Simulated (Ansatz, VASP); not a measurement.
## Two plane-wave programs on Mg

```
Mg
1.0
     3.17202    0.00000    0.00000
    -1.58601    2.74705    0.00000
     0.00000    0.00000    5.14120
Mg
2
Direct
  0.33333 0.66667 0.25000
  0.66667 0.33333 0.75000
```

Alike in both runs: task relaxation of cell and atoms; functional LDA; k mesh 18 × 18 × 8; occupations gaussian, width 0.1 eV; no spin polarisation.

```csv
,VASP,Ansatz
version,VASP 6.6.1,Ansatz 0.2.0
potentials or method,"VASP PAW LDA potentials, release 64 (Mg)","scalar-relativistic, plane waves, PAW"
plane-wave cutoff (eV),600,420
valence electrons in the cell,4,20
```

Ansatz gave:

| Item | Value |
| --- | --- |
| gap on the k mesh at the Fermi level, each at its own relaxed structure (eV) | none |
| relaxed volume (Å³/atom) | 21.59 |
| relaxed cell length with the largest relative difference (Å) | 5.043 |
| energy change over the relaxation (meV/atom) | -4 |

What did VASP give for the same quantities?

gap on the k mesh at the Fermi level, each at its own relaxed structure (eV): none; relaxed volume (Å³/atom): 21.41; relaxed cell length with the largest relative difference (Å): 5.028; energy change over the relaxation (meV/atom): -6.

A gap of «none» marks a metal or a gap that the smearing closes. The two sets of potentials don't hold the same shells in valence.
